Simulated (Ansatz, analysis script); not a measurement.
**Free-standing triangular Cr monolayer, spacing 3.072 Å: spin spirals and exchange**

Does a spiral lie below the collinear start of a free-standing triangular Cr monolayer, spacing 3.072 Å, and how stiff are the moments?

Method: PBE, PAW set soft_1, in Ansatz 0.2.0.

### 1. Set-up

The cell holds 1 atom: 1 Cr. Its edges and angles: a = 3.072 Å, b = 3.072 Å, c = 14.000 Å, α = 90.0°, β = 90.0°, γ = 120.0°. An idealised lattice of chosen spacing, in vacuum. Vacuum lies along c.

Structure file:

```cif
data_structure
_symmetry_space_group_name_H-M 'P 1'
_symmetry_Int_Tables_number 1
_cell_length_a 3.0720
_cell_length_b 3.0720
_cell_length_c 14.0000
_cell_angle_alpha 90.000
_cell_angle_beta 90.000
_cell_angle_gamma 120.000
_cell_volume 114.42
loop_
_atom_site_label
_atom_site_type_symbol
_atom_site_fract_x
_atom_site_fract_y
_atom_site_fract_z
_atom_site_occupancy
Cr1 Cr 0.00000 0.00000 0.50000 1
```

### 2. The collinear state

A collinear run comes first: it shows whether moments survive, and how large they are.

input.yaml

```yaml
crystal:
  lattice:
    - [3.072, 0.0, 0.0]
    - [-1.536, 2.66043, 0.0]
    - [0.0, 0.0, 14.0]
  atoms:
    - { symbol: Cr, position: [0.0, 0.0, 0.5], spin: 2.5 }
magnetization:
  spin_polarized: true
kpoints:
  mp_grid: { grid: [8, 8, 1] }
hamiltonian:
  xc: pbe
  pseudopotentials: { kind: paw, azcp: { folder: soft_1 } }
scf:
  occupations: { method: fermi_dirac, width: 0.1 }
  max_iter: 120
  convergence: { dr2_threshold: 1.0e-08 }
  lower_state_search: "off"
```

The run is started by

```
ansatz run input.yaml --threads 4 --pin off --max-ram 8192MiB --backend cpu --events-out ev --progress --plain --runs-dir out
```

Numbers of over 12 decimals in the logs are rounded to 6 here.

The log of the run:

```text
Engine: ansatz 0.2.0, aarch64-unknown-linux-gnu
Pseudopotentials: kind: paw
Pseudopotential: Cr, paw, valence charge 14, recommended cutoff 420 eV (normal), soft_1/Cr.paw.azcp
Functional definition: PBE
  parameter kappa = 0.804
  parameter beta = 0.066725
  exchange = pbe_x(kappa = kappa, mu = beta*pi^2/3)
  correlation = pbe_c(beta = beta)
Crystal: 1 atoms, lattice volume = 114.420 Å³
Basis set: ecut = 420 eV, 2207 PW (Γ)
Bands: 13, of which v1, the nominal top of the filled ones, is band 7 counted from 1 (6 counted from 0)
Symmetry: 24 space group operations
Space group: P6/mmm (ITA 191), of the structure as read, at distance tolerance 4.9e-5 Å
Magnetic group: BNS 191.233 (UNI 1463), of the structure as read, at distance tolerance 4.9e-5 Å
k-points: 10 of 64
Non-local potential: Cr, projectors of the file, l = 0: 3, l = 1: 2, l = 2: 3, l = 3: 1
PAW form: soft (Blöchl's): semilocal exchange-correlation on the pseudo side does not see the compensation charge
PAW one-centre angular grid: Cr, 590 points (default); XC on 64 Gauss nodes
Initial density: superposition of atomic densities (neutral atoms: chi_scale 0, normalization atom)
Starting moments: Σ|m| = 2.5 μB on 1 of 1 site
Initial wavefunctions: pseudopotential atomic-orbital guess
Functional: x = pbe(κ = 0.804, μ = 0.219515), c = pbe(β = 0.066725)
SCF iter   1: F=—  HF=-3374.860723 eV  |F-HF|=—  |Δ(HF+E_count)|=         —  Δρ=3.30e-2 (↑2.54e-2 ↓3.30e-2)  dr2=3.32e0  dr2_m=2.12e-1  M=3.612 μB ∫|m|=3.614 μB  β_m=1.00  ethr=3.10e-3  ⟨swp⟩=5.5  Hψ=1358  notcnv=0
preconditioner: auto → LDOS  [metal: Δε(μ)=0.038 eV  Ē_g=4.397 eV  σ=0.100 eV  W_gap=0.09  n_scr=8 (ndim 8)  ℏωp=8.5 eV  f_vac=0.660  D(μ)=3.87/eV (n_scr^D=28)]
spin=Collinear: LDOS preconditioning applied to the charge; magnetization (m = ρ↑ − ρ↓) channel mixes plain (no charge-response kernel on spin).
SCF iter   2: F=—  HF=-3374.885032 eV  |F-HF|=—  |Δ(HF+E_count)|=   2.43e-2  Δρ=2.64e-2 (↑1.04e-2 ↓2.64e-2)  dr2=6.92e-1  dr2_m=2.87e-1  M=4.202 μB ∫|m|=4.205 μB  β_m=1.00  ethr=3.10e-3  ⟨swp⟩=2.3  Hψ=632  notcnv=0
SCF iter   3: F=—  HF=-3374.821494 eV  |F-HF|=—  |Δ(HF+E_count)|=   6.35e-2  Δρ=1.04e-2 (↑9.83e-3 ↓1.04e-2)  dr2=5.05e-2  dr2_m=9.46e-2  M=4.488 μB ∫|m|=4.491 μB  β_m=1.00  ethr=3.10e-3  ⟨swp⟩=2.2  Hψ=405  notcnv=0
SCF iter   4: F=—  HF=-3374.924201 eV  |F-HF|=—  |Δ(HF+E_count)|=   1.03e-1  Δρ=5.08e-3 (↑5.08e-3 ↓3.74e-3)  dr2=4.66e-3  dr2_m=1.83e-2  M=4.640 μB ∫|m|=4.644 μB  β_m=1.00  ethr=3.61e-4  ⟨swp⟩=2.2  Hψ=488  notcnv=0
SCF iter   5: F=—  HF=-3375.023112 eV  |F-HF|=—  |Δ(HF+E_count)|=   9.89e-2  Δρ=3.09e-3 (↑3.09e-3 ↓1.74e-3)  dr2=3.46e-3  dr2_m=5.52e-3  M=4.725 μB ∫|m|=4.728 μB  β_m=0.30  ethr=3.33e-5  ⟨swp⟩=2.0  Hψ=477  notcnv=0  defer=1
Mixer restart at iter 5: flushing history
spin-set hold released at iteration 5 (site moments contracting): the magnetisation degrees of freedom join the quasi-Newton model from the next iteration; the mixer history was flushed
SCF iter   6: F=—  HF=-3375.096497 eV  |F-HF|=—  |Δ(HF+E_count)|=   7.34e-2  Δρ=3.59e-3 (↑3.59e-3 ↓1.83e-3)  dr2=5.05e-3  dr2_m=7.20e-3  M=4.756 μB ∫|m|=4.759 μB  β_m=0.65  ethr=2.47e-5  ⟨swp⟩=2.2  Hψ=444  notcnv=0  defer=1
SCF iter   7: F=—  HF=-3375.171095 eV  |F-HF|=—  |Δ(HF+E_count)|=   7.46e-2  Δρ=1.39e-3 (↑1.39e-3 ↓4.11e-4)  dr2=1.54e-3  dr2_m=4.85e-4  M=4.818 μB ∫|m|=4.821 μB  β_m=0.60  ethr=2.47e-5  ⟨swp⟩=2.0  Hψ=519  notcnv=0  defer=1
SCF iter   8: F=—  HF=-3375.172570 eV  |F-HF|=—  |Δ(HF+E_count)|=   1.47e-3  Δρ=5.54e-4 (↑5.54e-4 ↓2.52e-4)  dr2=2.71e-4  dr2_m=1.35e-4  M=4.821 μB ∫|m|=4.824 μB  β_m=0.68  ethr=1.10e-5  ⟨swp⟩=2.0  Hψ=517  notcnv=0  defer=3
SCF iter   9: F=—  HF=-3375.172723 eV  |F-HF|=—  |Δ(HF+E_count)|=   1.53e-4  Δρ=1.06e-4 (↑1.06e-4 ↓9.35e-5)  dr2=1.13e-5  dr2_m=7.45e-6  M=4.822 μB ∫|m|=4.825 μB  β_m=0.84  ethr=1.94e-6  ⟨swp⟩=1.9  Hψ=302  notcnv=0  defer=3
SCF iter  10: F=—  HF=-3375.172776 eV  |F-HF|=—  |Δ(HF+E_count)|=   5.37e-5  Δρ=2.63e-5 (↑2.63e-5 ↓1.63e-5)  dr2=7.31e-7  dr2_m=2.50e-7  M=4.823 μB ∫|m|=4.826 μB  β_m=0.90  ethr=8.05e-8  ⟨swp⟩=2.0  Hψ=355  notcnv=0  defer=3
SCF iter  11: F=—  HF=-3375.172776 eV  |F-HF|=—  |Δ(HF+E_count)|=   1.61e-8  Δρ=3.07e-6 (↑2.30e-6 ↓3.07e-6)  dr2=7.79e-9  dr2_m=5.64e-9  M=4.823 μB ∫|m|=4.827 μB  β_m=0.95  ethr=7.14e-11  ⟨swp⟩=1.6  Hψ=785  notcnv=0
SCF iter  12: F=-3375.172776 eV  HF=-3375.172776 eV  |F-HF|=1.22e-10  |Δ(HF+E_count)|=   3.37e-8  Δρ=1.16e-6 (↑1.16e-6 ↓5.32e-7)  dr2=5.83e-10  dr2_m=6.87e-10  M=4.823 μB ∫|m|=4.827 μB  ethr=5.56e-11  ⟨swp⟩=1.0  Hψ=737  notcnv=0
SCF 1 converged in 12 iterations: F = -3375.172776 eV  dr2 = 5.83e-10
  greatest PAW one-centre occupation: 1.000 electrons in one spin orbital (limit 2), on the Cr atom at site 0 (counted from 0), in its partial waves of l = 0
SCF converged after 12 iterations
Magnetization: 4.8234 μB (9.4117 up, 4.5883 down)
Absolute magnetization: 4.8267 μB (∫|ρ↑−ρ↓|)
Spin contamination: 0.0031 ħ² per cell (⟨S²⟩ above its minimum at these occupations)
Per-site moments (μB) at R_I (Å): [(4.228900, 1.267200)]
Free energy (F): -3375.172776 eV
Harris-Foulkes:  -3375.172776 eV  (|F-HF|=1.22e-10)
Internal energy: -3375.137749 eV  (E = F + TS)
E sigma→0 (E₀):  -3375.155263 eV
Entropy (-TS):   -0.035028 eV (-35.028 meV/atom)
Fermi energy:    -1.398944 eV
--- Per-component energies (eV) ---
  E_band       = -418.759646
  E_kinetic    = 297.587025
  E_local      = -5621.327884  (includes V_loc(G=0)·N_el)
  E_nonlocal   = 52.811632
  E_hartree    = 2637.935106
  E_xc         = -110.899998
  E_vxc        = -140.696738  (∫ρ·V_xc dr)
  E_paw        = -1227.155220  (= ΣΔE_a)
  E_vpaw       = -283.003168  (= ΣTr[D̂ρ^β])
  E_aug_tail   = 0.000864  (compensation charges beyond the density's cutoff)
  E_ewald      = 595.910727
  E_smearing   = -0.035028  (= −TS)
  E_closure    = -0.000000  (closes the sum)
  Σ components = -3375.172776   (vs F -3375.172776, Δ=0.00e0)
```

It took 1.4 s on 4 threads of Arm Neoverse V1, shared host; peak memory 0.31 GiB.

In the SCF lines HF is the Harris–Foulkes energy and dr2 the Hartree energy of the density residual, in eV; the loop may stop once dr2 is under the threshold and the program's other checks hold. Hψ counts applications of the Hamiltonian.

Spin moment in the atom's sphere by atom:

```
atom  spin moment in the atom's sphere (μB)
 Cr1                                   4.23
```

The run ends ferromagnetic, with a net moment of 4.82 μB a cell. With one Cr atom carrying the moment, parallel order of its images is forced by the cell, not found.

### 3. Denser mesh

Levels at the Fermi energy are partly filled, so moments and energy differences can hang on the k-mesh, and the state is solved again on a denser one.

input.yaml, the sections that differ from step 2:

```yaml
crystal:
  lattice:
    - [3.072, 0.0, 0.0]
    - [-1.536, 2.66043, 0.0]
    - [0.0, 0.0, 14.0]
  atoms:
    - { symbol: Cr, position: [0.0, 0.0, 0.5], spin: 4.23 }
kpoints:
  mp_grid: { grid: [20, 20, 1] }
basis:
  ecutwfc: 420.0
checkpoint:
  read: start
  write: ck
  compress: false
  write_wavefunctions: false
  write_every: 100000
# magnetization, hamiltonian, scf: as in step 2
```

The log of the run:

```text
[...]
Magnetization: 4.8088 μB (9.4044 up, 4.5956 down)
Absolute magnetization: 4.8120 μB (∫|ρ↑−ρ↓|, with the PAW one-centre terms)
[...]
Per-site moments (μB) at R_I (Å): [(4.217025, 1.267200)]
Free energy (F): -3375.163773 eV
[...]
Internal energy: -3375.127779 eV  (E = F + TS)
E sigma→0 (E₀):  -3375.145776 eV
Entropy (-TS):   -0.035995 eV (-35.995 meV/atom)
Fermi energy:    -1.386908 eV
[...]
[key lines of the parts left out:]
SCF converged after 7 iterations
```

It took 2 s on 4 threads; peak memory 0.41 GiB.

Spin moment in the atom's sphere by atom:

```
atom  spin moment in the atom's sphere (μB)
 Cr1                                   4.22
```

The run ends ferromagnetic, with a net moment of 4.81 μB a cell, against 4.82 μB on the first mesh.

Each spiral starts from these moments, tilted 90° from the rotation axis z (a flat spiral); sizes are free, while the program holds flat spirals in their plane. Spin–orbit coupling is switched off, so the energy does not depend on how the axis lies in the crystal. The folder named start holds the saved collinear state, from which each run begins.

The runs on spinors take the mesh 24×24×1.

### 4. q = (0, 0, 0)

The reference is the same input at q = 0, so that basis and exchange-correlation form match those at other q. Every q is chosen so that q/2 is a mesh vector: every spiral then samples the k-points of q = 0, and much mesh noise cancels.

input.yaml, the sections that differ from step 3:

```yaml
crystal:
  lattice:
    - [3.072, 0.0, 0.0]
    - [-1.536, 2.66043, 0.0]
    - [0.0, 0.0, 14.0]
  atoms:
    - { symbol: Cr, position: [0.0, 0.0, 0.5], spin: 4.22, spin_axis: [1.0, 0.0, 0.0] }
kpoints:
  mp_grid: { grid: [24, 24, 1] }
magnetization:
  noncollinear: true
  spin_spiral: { q: [0.0, 0.0, 0.0] }
checkpoint:
  read: start
# hamiltonian, scf, basis: as in step 3
```

The run is started by

```
ansatz run input.yaml --threads 1 --pin off --max-ram 2048MiB --backend cpu --events-out ev --progress --plain --runs-dir out
```

The log of the run:

```text
Warning: checkpoint.read: spin treatment differs: saved collinear, current noncollinear; the saved charge density seeds this run and the saved magnetisation is carried along the axis that this deck's starting moments share; the saved density holds an absolute magnetisation of 4.8e0 μB; saved orbitals and DFT+U occupations are not carried; the saved PAW projector densities are carried along that axis
Warning: checkpoint.read: magnetization.spin_spiral differs: saved none, current q = [0, 0, 0]; the saved state is no spin spiral's: the SCF starts from none of its orbitals and from its density, each atom's moment turned about z as a whole to its place on this deck's spiral. A spiral's own state at q: [0, 0, 0] serves better
[...]
Crystal: 1 atoms, lattice volume = 114.420 Å³
Basis set: ecut = 420 eV, 2207 PW (Γ)
Bands: 22, of which v1, the nominal top of the filled ones, is band 14 counted from 1 (13 counted from 0)
Symmetry: 24 space group operations
k-points: 61 of 576
Spin spiral: q = (0, 0, 0) of the reciprocal vectors; moments are told in the frame that turns with it, a site's in that at the site
[...]
SCF iter   5: F=-3375.163865 eV  HF=-3375.163865 eV  |F-HF|=2.62e-10  |Δ(HF+E_count)|=   3.20e-9  Δρ=1.40e-6  dr2=3.04e-10  dr2_m=5.16e-10  ethr=7.14e-11  |M|=4.81e0 ∫|m|=4.81e0 μB  |m|>n=1.9e-2 m-floor=1.9e-2 τ_xc=8.2e-9 mc-row=1.9e-2 uncertified=6  ⟨swp⟩=1.0  Hψ=3290  notcnv=0
SCF 1 converged in 5 iterations: F = -3375.163865 eV  dr2 = 3.04e-10
[...]
SCF converged after 5 iterations
Magnetization: |M| = 4.8100 μB,  M = (+4.8100, +0.0000, +0.0000) μB
Absolute magnetization: 4.8133 μB (∫|m|, with the PAW one-centre terms)
  site 0: m = (+4.2179, +0.0000, +0.0000) μB, |m| = 4.2179 μB  (R = 1.27 Å)
Free energy (F): -3375.163865 eV
[...]
Internal energy: -3375.128247 eV  (E = F + TS)
E sigma→0 (E₀):  -3375.146056 eV
Entropy (-TS):   -0.035618 eV (-35.618 meV/atom)
Fermi energy:    -1.390939 eV
[...]
```

Elapsed: 26 s, on 1 thread; peak memory 0.57 GiB.

The largest moment is 4.22 μB, against 4.22 μB in the collinear run.

### 5. q = (0.083, 0.083, 0)

Only q changes. The cell stays that of the crystal, since the generalised Bloch theorem carries the rotation from cell to cell.

Changes to input.yaml since step 4:

```diff
@@ -21,3 +21,3 @@
   noncollinear: true
-  spin_spiral: { q: [0.0, 0.0, 0.0] }
+  spin_spiral: { q: [0.08333333, 0.08333333, 0.0] }
 checkpoint:
```

The log of the run:

```text
[...]
Crystal: 1 atoms, lattice volume = 114.420 Å³
Basis set: ecut = 420 eV, 2207 PW (Γ)
Bands: 22, of which v1, the nominal top of the filled ones, is band 14 counted from 1 (13 counted from 0)
Symmetry: 4 space group operations
k-points: 157 of 576
[...]
SCF iter   8: F=-3375.200606 eV  HF=-3375.200606 eV  |F-HF|=4.76e-10  |Δ(HF+E_count)|=   2.27e-8  Δρ=1.28e-6  dr2=9.22e-10  dr2_m=4.33e-10  ethr=3.22e-11  |M|=4.75e0 ∫|m|=4.79e0 μB  |m|>n=1.6e-2 m-floor=1.6e-2 τ_xc=7.0e-2 mc-row=1.6e-2 uncertified=80  ⟨swp⟩=1.0  Hψ=8642  notcnv=0
SCF 1 converged in 8 iterations: F = -3375.200606 eV  dr2 = 9.22e-10
[...]
SCF converged after 8 iterations
[...]
Magnetization: |M| = 4.7475 μB,  M = (+4.7475, +0.0000, +0.0000) μB
Absolute magnetization: 4.7890 μB (∫|m|, with the PAW one-centre terms)
  site 0: m = (+4.2168, +0.0000, +0.0000) μB, |m| = 4.2168 μB  (R = 1.27 Å)
Free energy (F): -3375.200606 eV
[...]
Internal energy: -3375.167232 eV  (E = F + TS)
E sigma→0 (E₀):  -3375.183919 eV
Entropy (-TS):   -0.033374 eV (-33.374 meV/atom)
Fermi energy:    -1.405616 eV
[...]
```

Run time: 99 s. Hardware: 1 thread; peak memory 0.95 GiB.

The energy of the cell lies 36.7 meV below that at q = 0, and the largest moment is 4.22 μB against 4.22 μB.

(Part 1 of 2 ends here.)

[Logs and program files are shortened in this print: banners, set-up blocks, solver, clock and traceback lines can be left out without a mark of their own.]

[Logs are printed without paths, hosts, clocks, repeated set-up lines and the standing remarks that a program may print on its own settings, such as how far it seeks lower states.]

[Hosts, paths, dates, database ids (printed as entryN), source tags and the programs' standing remarks are cut or masked in the printed files.]
